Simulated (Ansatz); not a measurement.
# Ga: from a trial structure to a relaxed crystal

Method: DFT PBE, scalar-relativistic, plane waves, PAW in Ansatz.

Ga was placed on the simple cubic structure type (Pm-3m, No. 221), at a guessed volume.

Input of the last, converged step (default PAW datasets):

```yaml
crystal:
  lattice:
    - [2.7179413345, 0.0, 0.0]
    - [0.0, 2.7179413345, 0.0]
    - [0.0, 0.0, 2.7179413345]
  atoms:
    - { symbol: Ga, position: [0.0, 0.0, 0.0] }
basis:
  ecutwfc: 420
kpoints:
  mp_grid: { grid: [16, 16, 16] }
hamiltonian:
  xc: pbe
scf:
  occupations: { method: gaussian, width: 0.1 }
output:
  forces: true
  stress: true
  eigenvalues: true
relax:
  adjacent_minimum: "off"
  f_tol: 0.01
  max_steps: 80
  cell: { stress_tol: 0.05 }
```

It can be run as:

```bash
ansatz run input.yaml --threads 1 --pin off --backend cpu --events-out ev --progress --plain --runs-dir out  # memory cap (--max-ram) not shown
```

End of the output:

```
SCF converged after 5 iterations
Free energy (F): -3782.937514 eV
Harris-Foulkes:  -3782.937514 eV  (|F-HF|=4.55e-13)
Internal energy: -3782.935718 eV  (E = F + TS)
E sigma→0 (E₀):  -3782.936616 eV
Entropy (-TS):   -0.001795 eV (-1.795 meV/atom)
Fermi energy:    8.691140 eV
--- Per-component energies (eV) ---
  E_band       = -47.434148
  E_kinetic    = 114.624721
  E_local      = -1867.187637  (includes V_loc(G=0)·N_el)
  E_nonlocal   = 421.995606
  E_hartree    = 873.304001
  E_xc         = -69.262923
  E_vxc        = -58.004708  (∫ρ·V_xc dr)
  E_paw        = -1985.434943  (= ΣΔE_a)
  E_vpaw       = -405.469996  (= ΣTr[D̂ρ^β])
  E_aug_tail   = -0.000111  (compensation charges beyond the density's cutoff)
  E_ewald      = -1270.974432
  E_smearing   = -0.001795  (= −TS)
  E_closure    = 0.000000  (closes the sum)
  Σ components = -3782.937514   (vs F -3782.937514, Δ=0.00e0)
--- Forces (eV/Å), atoms counted from 1 ---
  atom   1  Ga     0.00000000     0.00000000     0.00000000
  max |Σ_I F_I| component: 4.11e-32 eV/Å
--- Stress (GPa, compression-positive) ---
       -0.019317       0.000000       0.000000
        0.000000      -0.019317       0.000000
        0.000000       0.000000      -0.019317
  P = ⅓ Tr σ = -0.0193 GPa (-0.193 kbar)
--- Relaxed structure (2 steps of the walk, 2 accepted, 1 SCFs on fresh bases) ---
  F+E_penalty+E_count = -3782.93751354 eV   max|allowed force component| = 0.000e0 eV/Å   (the final SCF, on the basis selected at the relaxed cell)
  cell:  # Å, volume = 20.0415 Å³
    - [2.716293, 0.0, 0.0]
    - [0.0, 2.716293, 0.0]
    - [0.0, 0.0, 2.716293]
  atoms:
    - { symbol: Ga, position: [0.0, 0.0, 0.0] }
```

Total energies depend on the potentials used, so only differences within one code and one set of settings carry meaning.

The result has space group Pm-3m (No. 221). Ga is coordinated by 6 Ga at 2.72 Å.

It lies 0.08 eV/atom above the element's standard state at the same level.

For metals, differences of a few meV/atom aren't resolved.

A structure relaxed within its symmetry needn't be a true minimum.